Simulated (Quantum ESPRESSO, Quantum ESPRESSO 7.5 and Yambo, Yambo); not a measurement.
**NaCl (Fm-3m): a self-consistent loop beyond G0W0, cycle by cycle**

Wanted: G0W0 and self-consistent gaps of NaCl (Fm-3m), with the cost of the cycles.

Main program and level: Quantum ESPRESSO 7.5 and Yambo 5.3.0; PBE and many-body steps on it, plane waves.

The database entry behind the starting cell differs from later determinations by our own check (an axis about 0.4 % short against later determinations), so it need not match the best structure at ambient conditions.

### Step 1. Set-up

It takes space group Fm-3m (No. 225, cubic). Conventional cell: a = 5.620 Å, b = 5.620 Å, c = 5.620 Å, α = 90.00°, β = 90.00°, γ = 90.00°. Na has 6 Cl at 2.81 Å nearest. Nearest to Cl lie 6 Na at 2.81 Å. Farther neighbours and most contacts between anions are not listed.

The cell and positions come from the Crystallography Open Database and are kept as given unless a step says otherwise.

### Step 2. Empty states on the mesh, 4×4×4 mesh, 108 bands

This step: Quantum ESPRESSO 7.5; DFT, PBE, plane waves, norm-conserving pseudopotentials.

The sums over transitions need many empty states on a uniform mesh; this step solves for them.

pw.in

```
&control
  calculation = 'nscf'
  prefix = 'x'
  outdir = 'o'
  pseudo_dir = 'pseudo'
/
&system
  ibrav = 0
  nat = 2
  ntyp = 2
  ecutwfc = 76.0
  nbnd = 108
  force_symmorphic = .true.
/
&electrons
  conv_thr = 1e-9
  electron_maxstep = 80
  diago_full_acc = .true.
  diago_thr_init = 5e-6
/
ATOMIC_SPECIES
  Na 22.99 Na.upf
  Cl 35.45 Cl.upf
CELL_PARAMETERS angstrom
  0.0000000000 2.8100000000 2.8100000000
  2.8100000000 0.0000000000 2.8100000000
  2.8100000000 2.8100000000 0.0000000000
ATOMIC_POSITIONS crystal
  Na 0.0000000000 0.0000000000 0.0000000000
  Cl 0.5000000000 0.5000000000 0.5000000000
K_POINTS automatic
  4 4 4 0 0 0
```

Started as:

```console
OMP_NUM_THREADS=1 mpirun -n 4 pw.x -nk 4 -in pw.in > pw.out
```

The program printed:

```text
Program PWSCF v.7.5 starts

     This program is part of the open-source Quantum ESPRESSO suite
     for quantum simulation of materials; please cite
         "P. Giannozzi et al., J. Phys.:Condens. Matter 21 395502 (2009);
         "P. Giannozzi et al., J. Phys.:Condens. Matter 29 465901 (2017);
         "P. Giannozzi et al., J. Chem. Phys. 152 154105 (2020);
     in publications or presentations arising from this work. More details at

     Atomic positions and unit cell read from directory:
     o/x.save/

     Message from routine setup:
[...]
k =-0.3536-0.3536 0.3536 (  3354 PWs)   bands (ev):

[...]
84.2234  84.2234  85.1277  86.1551  86.2774  87.1790  87.5674  87.5674
    88.5499  88.5499  91.5029  92.9513  92.9513  94.3593  94.8003  94.8003
    95.9137  96.1711  96.1711  96.4395

          k = 0.3536 0.0000 0.0000 (  3359 PWs)   bands (ev):

     [... further k-points ...]

     highest occupied, lowest unoccupied level (ev):     1.1413    6.2911

     XML data file, pseudopotentials, collected wavefunctions

=------------------------------------------------------------------------------=
   JOB DONE.
=------------------------------------------------------------------------------=
```

Wall time 6.8 s (4 MPI ranks of Arm Neoverse V1, shared host); peak memory 0.32 GiB.

Numbers from this step:

| Item | Value |
| --- | --- |
| gap | 5.150 eV |
| k of the valence top | 0, 0, 0 |
| k of the conduction bottom | 0, 0, 0 |
| least direct gap | 5.150 eV |
| k points computed | 8 |
| lowest point of the top converged band, above the valence top | 91.7034 eV |

On this mesh the gap is 5.150 eV.

The density comes from a self-consistent run that is not shown.

### Step 3. Conversion and set-up

This step: Yambo 5.3.0; conversion and set-up on PBE, plane waves, norm-conserving pseudopotentials.

The states are converted to the many-body program's format and the q mesh is built.

Started as:

```console
(cd o/x.save; p2y > p2y.log; mv SAVE ../..); yambo > setup.log
```

The program printed:

```text
 Yambo, version 5.3.0

 [02] CORE Variables Setup
 =========================

  [02.01] Unit cells
  ==================

  Cell kind             :  FCC
  Atoms in the cell     :  Na  Cl
  number of Na atoms    :  1
  number of Cl atoms    :  1

  List of atomic masses
  Mass of Na    :  22.99000
  Mass of Cl    :  35.45000

  List of atomic coordinates    : [cc]
  Na1       :  0.000000  0.000000  0.000000  order 1
  Cl1       :  5.310130  5.310130  5.310130  order 2

  Alat factors          :  5.310130  5.310130  5.310130 [a.u.]
  Direct lattice volume :  299.4646 [a.u.]
[...]
==========================================

 IBZ Q-points                                      :   8
 BZ  Q-points                                      :   64

 K/Q-points units:
 rlu = crystal or reduced units; cc = cartesian coordinates; iku = interal k-units

 Q [1]          [rlu]:  0.000000  0.000000  0.000000
 Q [2]          [rlu]:  0.30764E-17  0.30764E-17  0.25000
 Q [3]          [rlu]: -0.61529E-17 -0.61529E-17 -0.50000
[...]
Q [7]          [rlu]: -0.31603E-17 -0.50000     -0.50000
 Q [8]          [rlu]:  0.250000 -0.500000 -0.250000

  [03.01] X indexes
  =================

   [03.01.01] Sigma indexes
   ========================

 [06] Game Over & Game summary
```

The job ended after 2.3 s (1 MPI rank; peak memory 0.24 GiB).

### Step 4. G0W0

Now the one-shot GW correction: screening in the RPA, then the self-energy of the levels asked for.

This step: G0W0 on PBE, plane waves, norm-conserving pseudopotentials.

gw1.in

```
HF_and_locXC
gw0
dyson
ppa
em1d
rim_cut
RandQpts= 1000000
RandGvec= 1 RL
EXXRLvcs= 76 Ry
VXCRLvcs= 304 Ry
Chimod= "HARTREE"
% BndsRnXp
 1 | 108 |
%
NGsBlkXp= 12 Ry
% LongDrXp
 1 | 1 | 1 |
%
% GbndRnge
 1 | 108 |
%
DysSolver= "n"
ExtendOut
PPAPntXp= 27.21138 eV
% QPkrange
 1 | 8 | 6 | 12 |
%
```

Started as:

```console
OMP_NUM_THREADS=1 mpirun -n 4 yambo -F gw1.in -J gw1 -C gw1 > gw1.log
```

The program printed:

```text
 Yambo, version 5.3.0

 [02] CORE Variables Setup
 =========================

  [... cell, symmetries and grids as in the set-up ...]

  [02.05] Energies & Occupations
  ==============================

  [X] === General ===
  [X] Electronic Temperature                        :  0.000000  0.000000 [eV K]
  [X] Bosonic    Temperature                        :  0.000000  0.000000 [eV K]
  [X] Finite Temperature mode                       : no
  [X] El. density                                   :  0.36055E+24 [cm-3]
  [X] Fermi Level                                   :  1.141321 [eV]

  [X] === Gaps and Widths ===
  [X] Conduction Band Min                           :  5.149762 [eV]
  [X] Valence Band Max                              :  0.000000 [eV]
  [X] Filled Bands                                  :   8
  [X] Empty Bands                                   :    9  108
  [X] Direct Gap                                    :  5.149762 [eV]
  [X] Direct Gap localized at k                     :  1
  [X] Indirect Gap                                  :  5.149762 [eV]
  [X] Indirect Gap between kpts                     :  1  1
  [X] Last valence band width                       :  0.763888 [eV]
  [X] 1st conduction band width                     :  3.695208 [eV]

 [03] Transferred momenta grid and indexing
 ==========================================

 IBZ Q-points                                      :   8
 BZ  Q-points                                      :   64

 K/Q-points units:
 rlu = crystal or reduced units; cc = cartesian coordinates; iku = interal k-units

 Q [1]          [rlu]:  0.000000  0.000000  0.000000
 Q [2]          [rlu]:  0.30764E-17  0.30764E-17  0.25000
 Q [3]          [rlu]: -0.61529E-17 -0.61529E-17 -0.50000
 Q [4]          [rlu]:  0.15802E-17  0.25000      0.25000
 Q [5]          [rlu]: -0.19398E-16  0.25000      0.50000
 Q [6]          [rlu]: -0.61529E-17  0.25000     -0.25000
 Q [7]          [rlu]: -0.31603E-17 -0.50000     -0.50000
 Q [8]          [rlu]:  0.250000 -0.500000 -0.250000

 [04] Coloumb potential Random Integration (RIM)
 ===============================================

  [04.01] RIM initialization
  ==========================

  * Diagonal components only detected *

  8 x (sBL volume)        :  0.103539 [a.u.]
  sBZ random points       :  1000000
  Points outside the sBZ  :   7968281
  RL volume               :  0.828312 [a.u.]
  Integrated volume       :  0.831609 [a.u.]

  [04.02] RIM integrals
  =====================

  Gamma point sphere radius             :  0.085176 [a.u.]
  Points outside the sphere             :   800476
  [Int_sBZ(q=0) 1/q^2]*(Vol_sBZ)^(-1/3) =:  7.776341
                                 should be <:  7.795600

  Summary of Coulomb integrals for non-metallic bands |Q|[au] RIM/Bare

  Q [1] 0.100000E-4 0.997530 * Q [2] 0.256180 1.067779
  Q [4] 0.295811 1.067204 * Q [6] 0.418340 1.030488
  Q [5] 0.490547 1.022568 * Q [3] 0.512360 1.021209
  Q [7] 0.591623 1.017560 * Q [8] 0.661454 1.014308

 [05] Dipoles
 ============

  [05.01] Setup: observables and procedures
  =========================================

 [06] Dynamic Dielectric Matrix (PPA)
 ====================================

 [WR./gw1//ndb.pp]---------------------------------------------------------------
  Brillouin Zone Q/K grids (IBZ/BZ)                :    8   64    8   64
  RL vectors                                       :   4111 [WF]
  Coulomb cutoff potential                         : none
  Electronic Temperature                           :  0.000000 [K]
  Bosonic    Temperature                           :  0.000000 [K]
  PPA    diel. fun.  energies                      : Perdew, Burke & Ernzerhof(X)+Perdew, Burke & Ernzerhof(C)
  wavefunctions                                    : Perdew, Burke & Ernzerhof(X)+Perdew, Burke & Ernzerhof(C)
  Global Gauge                                     : length
  X matrix size                                    :  229
  X band range                                     :    1  108
  X e/h energy range                               : -1.000000 -1.000000 [eV]
  X Time ordering                                  : R
  X Hxc Kernel                                     : HARTREE
  X Drude frequency                                :  0.000000  0.000000
  X poles                                          :  100.0000 [o/o]
  RL vectors in the sum                            :   4111
  [r,Vnl] included                                 : yes
  Field direction                                  :  0.577350E-5  0.577350E-5  0.577350E-5
  BZ energy Double Grid                            : no
  BZ energy DbGd points                            : 0
  BZ Q point size factor                           : -1.000000
  X Optical Averaged directions                    : none

 [07] Local Exchange-Correlation + Non-Local Fock
 ================================================

 [VXC] Plane waves :  26813
 [EXS] Plane waves :   3479

 QP @ state[ 1 ] K range:   1   8
 QP @ state[ 1 ] b range:   6  12

 [xc] Functional : Perdew, Burke & Ernzerhof(X)+Perdew, Burke & Ernzerhof(C)
 [xc] LIBXC used to calculate xc functional
  PP Number of Atomic Species                      :  2
  NLCC RL compoments                               :  26813
  PP Number of Atomic Species                      :  2
  NLCC RL compoments                               :  26813

 [xc] E_xc :  -9.855422 [Ha]
      E_xc :  -19.71084 [Ry]

  Local XC kind (lXC) : Perdew, Burke & Ernzerhof(X)+Perdew, Burke & Ernzerhof(C)
  Non-Local XC kind (nlXC) : Hartree-Fock

  Corrections @ K [1] :  [eV]
 <6|nlXC|6> = -18.89296  0.16158E-16 <6|lXC|6> = -14.49345 -0.23597E-16
 <7|nlXC|7> = -18.89291  0.54367E-17 <7|lXC|7> = -14.49345  0.14161E-15
 <8|nlXC|8> = -18.89287 -0.19498E-17 <8|lXC|8> = -14.49345 -0.59010E-20
 <9|nlXC|9> = -4.202671 -0.12581E-17 <9|lXC|9> = -8.177510 -0.28253E-19
 <10|nlXC|10> = -3.619753 -0.11100E-17 <10|lXC|10> = -8.376305  0.23602E-16
 <11|nlXC|11> = -3.620040 -0.32165E-17 <11|lXC|11> = -8.376305  0.94408E-16
[...]
Corrections @ K [2] :  [eV]
[...]
Corrections @ K [3] :  [eV]
[...]
Corrections @ K [4] :  [eV]
[...]
Corrections @ K [5] :  [eV]
[...]
[... 2 further k-points ...]
  Corrections @ K [8] :  [eV]
[...]
<10|nlXC|10> = -4.107217 -0.11083E-18 <10|lXC|10> = -8.570064  0.23602E-16
 <11|nlXC|11> = -4.107272 -0.38778E-18 <11|lXC|11> = -8.570064 -0.11808E-16
 <12|nlXC|12> = -4.042351 -0.77737E-18 <12|lXC|12> = -9.105539  0.91460E-16

  [07.01] Hartree-Fock occupations report
  =======================================

  [Hartree-Fock] === General ===
  [Hartree-Fock] Electronic Temperature             :  0.000000  0.000000 [eV K]
  [Hartree-Fock] Bosonic    Temperature             :  0.000000  0.000000 [eV K]
  [Hartree-Fock] Finite Temperature mode            : no
  [Hartree-Fock] El. density                        :  0.36055E+24 [cm-3]
  [Hartree-Fock] Fermi Level                        :  1.141321 [eV]

  [Hartree-Fock] === Gaps and Widths ===
  [Hartree-Fock] Conduction Band Min                :  9.124601 [eV]
  [Hartree-Fock] Valence Band Max                   : -4.399417 [eV]
  [Hartree-Fock] Filled Bands                       :   8
  [Hartree-Fock] Empty Bands                        :    9  108
  [Hartree-Fock] Direct Gap                         :  13.52402 [eV]
  [Hartree-Fock] Direct Gap localized at k          :  1
  [Hartree-Fock] Indirect Gap                       :  13.52402 [eV]
  [Hartree-Fock] Indirect Gap between kpts          :  1  1
  [Hartree-Fock] Last valence band width            :  0.980523 [eV]
  [Hartree-Fock] 1st conduction band width          :  4.405147 [eV]

 [08] Dyson equation: Newton solver
 ==================================

  [08.01] G0W0 (W PPA)
  ====================

  [  GW  ] Bands range     :    1  108
  [GW/PPA] G damping       :  0.100000 [eV]

  QP @ state[ 1 ] K range:   1   8
  QP @ state[ 1 ] b range:   6  12

   Sc/G bands                                       :    1  108
   Sc/G damping                                     :  0.100000 ev
   Sc bands terminator                              : no
   Sx RL components                                 :   3479

   QP @ state[ 1 ] K range                          :   1   8
   QP @ state[ 1 ] b range                          :   6  12
   GF energies kind                                 : Perdew, Burke & Ernzerhof(X)+Perdew, Burke & Ernzerhof(C)
   GF WF`s kind                                     : Perdew, Burke & Ernzerhof(X)+Perdew, Burke & Ernzerhof(C)
   Xs energies kind                                 : Perdew, Burke & Ernzerhof(X)+Perdew, Burke & Ernzerhof(C)
   Xs WF`s kind                                     : Perdew, Burke & Ernzerhof(X)+Perdew, Burke & Ernzerhof(C)

 [11] Game Over & Game summary
```

The job ended after 3.9 min (4 MPI ranks; peak memory 1.5 GiB; 16 min of CPU time).

This step gave:

* G0W0 gap on the mesh: 8.046 eV
* starting gap on the mesh: 5.150 eV
* k of the valence top: 0, 0, 0
* k of the conduction bottom: 0, 0, 0
* least direct G0W0 gap on the computed points: 8.046 eV
* Z at the valence top: 0.8157
* Z at the conduction bottom: 0.8679

The gap on the mesh goes from 5.15 eV to 8.05 eV, a correction of +2.90 eV.

### Step 5. evGW0, cycle 1

This step: evGW0 on PBE, plane waves, norm-conserving pseudopotentials.

gw2.in, as its differences from gw1.in of step 4:

```diff
@@ -27 +27,2 @@
 %
+GfnQPdb= "E < ./gw1/ndb.QP"
```

Started as:

```console
OMP_NUM_THREADS=1 mpirun -n 4 yambo -F gw2.in -J gw2,gw1_W -C gw2 > gw2.log
```

The program printed:

```text
 Yambo, version 5.3.0

 [02] CORE Variables Setup
 =========================

  [... cell, symmetries and grids as in the set-up ...]

  [02.05] Energies & Occupations
  ==============================

  [X] === General ===
  [X] Electronic Temperature                        :  0.000000  0.000000 [eV K]
  [X] Bosonic    Temperature                        :  0.000000  0.000000 [eV K]
  [X] Finite Temperature mode                       : no
  [X] El. density                                   :  0.36055E+24 [cm-3]
  [X] Fermi Level                                   :  1.141321 [eV]

  [X] === Gaps and Widths ===
  [X] Conduction Band Min                           :  5.149762 [eV]
  [X] Valence Band Max                              :  0.000000 [eV]
  [X] Filled Bands                                  :   8
  [X] Empty Bands                                   :    9  108
  [X] Direct Gap                                    :  5.149762 [eV]
  [X] Direct Gap localized at k                     :  1
  [X] Indirect Gap                                  :  5.149762 [eV]
  [X] Indirect Gap between kpts                     :  1  1
  [X] Last valence band width                       :  0.763888 [eV]
  [X] 1st conduction band width                     :  3.695208 [eV]

 [03] Transferred momenta grid and indexing
 ==========================================

 IBZ Q-points                                      :   8
 BZ  Q-points                                      :   64

 K/Q-points units:
 rlu = crystal or reduced units; cc = cartesian coordinates; iku = interal k-units

 Q [1]          [rlu]:  0.000000  0.000000  0.000000
 Q [2]          [rlu]:  0.30764E-17  0.30764E-17  0.25000
 Q [3]          [rlu]: -0.61529E-17 -0.61529E-17 -0.50000
[...]
[G+QP] Direct Gap localized at k                  :  1
  [G+QP] Indirect Gap                               :  8.046719 [eV]
  [G+QP] Indirect Gap between kpts                  :  1  1
  [G+QP] Last valence band width                    :  0.883663 [eV]
  [G+QP] 1st conduction band width                  :  4.178982 [eV]

  [coarse-grid] Minimum Bare Gap        [ev]:  5.149762
  [coarse-grid] Minimum Gap Correction  [ev]:  2.896957

  Eqp @ K [1]
   -56.2484     -23.9588     -23.9588     -23.9588     -14.5896      0.00000    -0.122029E-4 -0.307946E-3
    8.04641  14.44631  14.44698  14.44619  16.69173  16.69173  18.62366  21.08422
  Eqp @ K [2]
  -56.24792 -23.97641 -23.95998 -23.95998 -14.39746  -1.26011  -0.16592  -0.16586
[...]
Eqp @ K [3]
[...]
Eqp @ K [4]
[...]
Eqp @ K [5]
[...]
[... 2 further k-points ...]
  Eqp @ K [8]
  -56.24711 -23.97544 -23.97544 -23.97070 -14.11761  -1.39771  -1.39777  -0.88397
   12.22539  12.83772  12.83766  14.82858  19.46697  19.46697  19.95855  20.49488

 [07] Dipoles
 ============

  [07.01] Setup: observables and procedures
  =========================================

 [08] Dynamic Dielectric Matrix (PPA)
 ====================================

   Sc/G bands                                       :    1  108
   Sc/G damping                                     :  0.100000 ev
   Sc bands terminator                              : no
   Sx RL components                                 :   3479

   QP @ state[ 1 ] K range                          :   1   8
   QP @ state[ 1 ] b range                          :   6  12
   GF energies kind                                 : Perdew, Burke & Ernzerhof(X)+Perdew, Burke & Ernzerhof(C)+ E < ./gw1/ndb.QP + @E Fit
   GF WF`s kind                                     : Perdew, Burke & Ernzerhof(X)+Perdew, Burke & Ernzerhof(C)
   Xs energies kind                                 : Perdew, Burke & Ernzerhof(X)+Perdew, Burke & Ernzerhof(C)
   Xs WF`s kind                                     : Perdew, Burke & Ernzerhof(X)+Perdew, Burke & Ernzerhof(C)

 [13] Game Over & Game summary
```

Wall time 3.4 min (4 MPI ranks); peak memory 1.4 GiB; 14 min of CPU time.

This step gave:

| Item | Value |
| --- | --- |
| quasiparticle gap on the mesh | 8.306 eV |
| gap of the density functional on the mesh | 5.150 eV |
| k of the valence top | 0, 0, 0 |
| k of the conduction bottom | 0, 0, 0 |
| least direct quasiparticle gap on the computed points | 8.306 eV |
| Z at the valence top | 0.8224 |
| Z at the conduction bottom | 0.8910 |

Against G0W0 in Yambo (4×4×4 mesh, 108 bands, screening to 163.3 eV, Godby-Needs plasmon pole), the gap moves by +0.259 eV.

The program's own table gives 8.621 eV, which is too large where the input levels are shifted: this version takes Σc at the unshifted level E₀, yet steps from the shifted one. The value above is the Newton step from E₀, E₀ + Z(Σc + Σx − Vxc), rebuilt from the printed columns.

### Step 6. evGW0, cycle 2

The corrected levels of the last cycle go back in.

gw3.in, as its differences from gw2.in of step 5:

```diff
@@ -27,2 +27,2 @@
 %
-GfnQPdb= "E < ./gw1/ndb.QP"
+GfnQPdb= "E < ./gw2_fix/ndb.QP"
```

Started as:

```console
OMP_NUM_THREADS=1 mpirun -n 4 yambo -F gw3.in -J gw3,gw1_W -C gw3 > gw3.log
```

The program printed:

```text
 Yambo, version 5.3.0

 [02] CORE Variables Setup
 =========================

  [... cell, symmetries and grids as in the set-up ...]

  [02.05] Energies & Occupations
  ==============================

  [X] === General ===
  [X] Electronic Temperature                        :  0.000000  0.000000 [eV K]
  [X] Bosonic    Temperature                        :  0.000000  0.000000 [eV K]
  [X] Finite Temperature mode                       : no
  [X] El. density                                   :  0.36055E+24 [cm-3]
[...]
Sx RL components                                 :   3479

   QP @ state[ 1 ] K range                          :   1   8
   QP @ state[ 1 ] b range                          :   6  12
   GF energies kind                                 : Perdew, Burke & Ernzerhof(X)+Perdew, Burke & Ernzerhof(C)+ E < ./gw1/ndb.QP + @E Fit+ E < ./gw2_fix/
   GF WF`s kind                                     : Perdew, Burke & Ernzerhof(X)+Perdew, Burke & Ernzerhof(C)
   Xs energies kind                                 : Perdew, Burke & Ernzerhof(X)+Perdew, Burke & Ernzerhof(C)
   Xs WF`s kind                                     : Perdew, Burke & Ernzerhof(X)+Perdew, Burke & Ernzerhof(C)

 [13] Game Over & Game summary
```

Run time: 3.5 min. Hardware: 4 MPI ranks; peak memory 1.4 GiB; 14 min of CPU time.

Numbers from this step:

```yaml
quasiparticle_gap_on_the_mesh: 8.328 eV
gap_of_the_density_functional_on_the_mesh: 5.150 eV
k_of_the_valence_top: 0, 0, 0
k_of_the_conduction_bottom: 0, 0, 0
least_direct_quasiparticle_gap_on_the_computed_points: 8.328 eV
```

Against the cycle before, the gap moves by +0.022 eV.

The program's own table gives 8.665 eV, which is too large where the input levels are shifted: this version takes Σc at the unshifted level E₀, yet steps from the shifted one. The value above is the Newton step from E₀, E₀ + Z(Σc + Σx − Vxc), rebuilt from the printed columns.

(Part 1 of 2 ends here.)

[Paths, hosts, dates, memory and timing lines, banners, echoed tables and standing remarks are left out of the program output.]

[Logs are printed without paths, hosts, clocks, repeated set-up lines and the standing remarks that a program may print on its own settings, such as how far it seeks lower states.]

[Runs of the session that timed out or met a known fault of the program may be left out.]

[Hosts, paths, dates, database ids (printed as entryN), source tags and the programs' standing remarks are cut or masked in the printed files.]
